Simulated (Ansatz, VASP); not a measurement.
One calculation of SiC, two programs

```
Si C
1.0
     3.15648    0.00000    0.00000
     0.00000    4.46394    0.00000
     0.00000    0.00000    3.08147
Si C
2 2
Direct
  0.00000 0.00092 0.00000
  0.50000 0.50092 0.50000
  0.50000 0.24908 0.00000
  0.00000 0.74908 0.50000
```

Alike in both runs: task single point; functional PBE; k mesh 8 × 6 × 10; occupations gaussian, width 0.02 eV; no spin polarisation.

```csv
,VASP,Ansatz
version,VASP 6.6.1,Ansatz 0.2.0
potentials or method,"VASP PAW PBE potentials, release 64 (Si, C)","scalar-relativistic, plane waves, PAW"
plane-wave cutoff (eV),520,420
valence electrons in the cell,16,16
```

Ansatz gave:

```
gap on the k mesh at the Fermi level (eV)       : 1.23
least direct gap on the mesh (eV)               : 1.31
pressure (GPa)                                  : -6.5
largest component of the traceless stress (GPa) : 6.57
```

Q: Estimate VASP's values.

A: gap on the k mesh at the Fermi level (eV): 1.23; least direct gap on the mesh (eV): 1.31; pressure (GPa): -6.6; largest component of the traceless stress (GPa): 6.59.

The functional is the same, so the differences come from potentials, cutoffs and numerics.

A k mesh can miss the band edges. A hybrid or GW would open this gap; PBE tends to underestimate it.
